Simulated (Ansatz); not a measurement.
# TiSi2: the cost of one run

Program: Ansatz 0.2.0. Level of theory: DFT PBEsol, scalar-relativistic, plane waves, PAW. These are calculated values, not measurements.

1 further run of the same task is left out (set aside as unsound or not needed). Runs told in other sessions of the task aren't counted.

## 1. The structure to begin with

Symmetry: Fddd, No. 70, orthorhombic system. Conventional cell: a = 4.762 Å, b = 8.182 Å, c = 8.496 Å, α = 90.00°, β = 90.00°, γ = 90.00°. Ti (site symmetry 222) is surrounded by 10 Si at 2.53 to 2.75 Å. Si (site symmetry 2) is surrounded by 5 Si at 2.52 to 2.77 Å and 5 Ti at 2.53 to 2.75 Å.

As a file:

```cif
data_structure
_symmetry_space_group_name_H-M 'P 1'
_symmetry_Int_Tables_number 1
_cell_length_a 5.8977
_cell_length_b 4.8698
_cell_length_c 4.7334
_cell_angle_alpha 75.764
_cell_angle_beta 53.163
_cell_angle_gamma 51.073
_cell_volume 82.75
loop_
_atom_site_label
_atom_site_type_symbol
_atom_site_fract_x
_atom_site_fract_y
_atom_site_fract_z
_atom_site_occupancy
Ti1 Ti 0.75000 0.75000 0.75000 1
Ti2 Ti 0.50000 0.50000 0.50000 1
Si1 Si 0.08617 0.41383 0.08617 1
Si2 Si 0.41383 0.08617 0.41383 1
Si3 Si 0.16383 0.83617 0.16383 1
Si4 Si 0.83617 0.16383 0.83617 1
```

This cell was relaxed beforehand with the same method: volume 13.79 Å³/atom, gap on the mesh none (metal).

## 2. The reference: the undisturbed cell on the scan's mesh

Input file input.yaml:

```yaml
crystal:
  lattice:
    - [0.0, 4.0910612953, 4.2480470636]
    - [2.3808780418, 0.0, 4.2480470636]
    - [2.3808780418, 4.0910612953, 0.0]
  atoms:
    - { symbol: Ti, position: [0.75, 0.75, 0.75] }
    - { symbol: Ti, position: [0.5, 0.5, 0.5] }
    - { symbol: Si, position: [0.0861670624, 0.4138329376, 0.0861670624] }
    - { symbol: Si, position: [0.4138329376, 0.0861670624, 0.4138329376] }
    - { symbol: Si, position: [0.1638329376, 0.8361670624, 0.1638329376] }
    - { symbol: Si, position: [0.8361670624, 0.1638329376, 0.8361670624] }
basis:
  ecutwfc: 420
kpoints:
  mp_grid: { grid: [14, 14, 14] }
hamiltonian:
  xc: pbesol
scf:
  occupations: { method: gaussian, width: 0.15 }
output:
  forces: true
  stress: true
  eigenvalues: true
```

Launch:

```bash
ansatz run input.yaml --threads 2 --pin off --max-ram 5120MiB --backend cpu --events-out ev --progress --plain --runs-dir out
```

What time and memory should one allow on 2 threads of Intel Xeon 6975P-C (Granite Rapids), shared host?

About 17 s, with a peak of 0.92 GiB.
